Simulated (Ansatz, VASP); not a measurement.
**Two plane-wave programs on ScAl3**

File INCAR:

```
PREC = Accurate ; ENCUT = 520
EDIFF = 1E-7 ; ISMEAR = 0
SIGMA = 0.1 ; LREAL = F
LASPH = T ; NELM = 100
ALGO = Normal ; ISIF = 2
LWAVE = F ; LCHARG = F
GGA = PE ; NBANDS = 18
```

Contents of KPOINTS:

```
Automatic mesh
0
Gamma
  8 8 8
```

File POSCAR:

```
ScAl3
1.0
    4.0878065700      0.0000000000      0.0000000000
    0.0000000000      4.0878065700      0.0000000000
    0.0000000000      0.0000000000      4.0878065700
Sc Al
1 3
Direct
    0.0000000000      0.0000000000      0.0000000000
    0.5000000000      0.0000000000      0.5000000000
    0.0000000000      0.5000000000      0.5000000000
    0.5000000000      0.5000000000      0.0000000000
```

Input for Ansatz:

```yaml
crystal:
  lattice:
    - [4.08780657, 0.0, 0.0]
    - [0.0, 4.08780657, 0.0]
    - [0.0, 0.0, 4.08780657]
  atoms:
    - { symbol: Sc, position: [0.0, 0.0, 0.0] }
    - { symbol: Al, position: [0.5, 0.0, 0.5] }
    - { symbol: Al, position: [0.0, 0.5, 0.5] }
    - { symbol: Al, position: [0.5, 0.5, 0.0] }
basis:
  ecutwfc: 650
kpoints:
  mp_grid: { grid: [8, 8, 8] }
hamiltonian:
  xc: pbe
scf:
  occupations: { method: gaussian, width: 0.1 }
output:
  forces: true
  stress: true
  eigenvalues: true
```

Alike in both runs: task single point; functional PBE; k mesh 8 × 8 × 8; occupations gaussian, width 0.1 eV; no spin polarisation.

|  | VASP | Ansatz |
| --- | --- | --- |
| version | VASP 6.6.1 | Ansatz 0.2.0 |
| potentials or method | VASP PAW PBE potentials, release 64 (Sc_sv, Al) | scalar-relativistic, plane waves, PAW |
| plane-wave cutoff (eV) | 520 | 650 |
| valence electrons in the cell | 20 | 20 |

|  | VASP | Ansatz | Ansatz less VASP |
| --- | --- | --- | --- |
| gap on the k mesh at the Fermi level (eV) | none | none | - |
| pressure (GPa) | 1.2 | 1.2 | -0.03 |

A gap of «none» marks a metal or a gap that the smearing closes.
